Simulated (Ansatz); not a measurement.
Runs of Ansatz 0.2.0 on Pb. It takes space group Fm-3m (No. 225, cubic). The conventional cell has a = 4.950 Å, b = 4.950 Å, c = 4.950 Å, α = 90.00°, β = 90.00°, γ = 90.00°. Pb (site symmetry m-3m) has 12 Pb at 3.50 Å as nearest neighbours. 

```tsv
task	level	potentials or basis	spin	cell	k mesh	cutoff (eV)	smearing	driver	other keys	gap on the mesh (eV)	pressure (GPa)
density of states	PBE	PseudoDojo stringent	off	as given	9 × 9 × 9	1197	cold 0.05 eV	chain	-	none	2.2
single point	PBE	SSSP precision PAW	off	cell strained at random at fixed volume	7 × 7 × 7	612	fermi-dirac 0.1 eV	calculator	-	-	2.9
atomic charges	LDA	SSSP efficiency PAW	collinear, random start	as given	9 × 9 × 9	544	gaussian 0.1 eV	chain	crystal.symmetry = detect False	none	(a)
projected density of states	BPBE+D4	Ansatz NC	SOC, no magnetisation	as given	9 × 9 × 9	762	fermi-dirac 0.15 eV	chain	-	none	-1.8
single point	PBEsol	SPMS NC	off	as given	9 × 9 × 9	381	cold 0.05 eV	calculator	-	-	-0.8
```

Task: Fill in the values left out.

Result: (a) -2.1.

Caveats: the thresholds are loose for stress (some runs); the starting moments weren't kept (some runs); the potentials were made for another functional, which shifts forces and pressure (some runs); pairwise dispersion overbinds metals, which lowers pressure and volume (some runs); the dispersion damping was fitted for another functional or another form of the correction (some runs).

A k mesh can miss the band edges, and rows without SOC leave out spin-orbit coupling on Pb.

A gap of «none» marks a metal or a gap under the smearing width.

The runs don't all hold the same shells in valence.
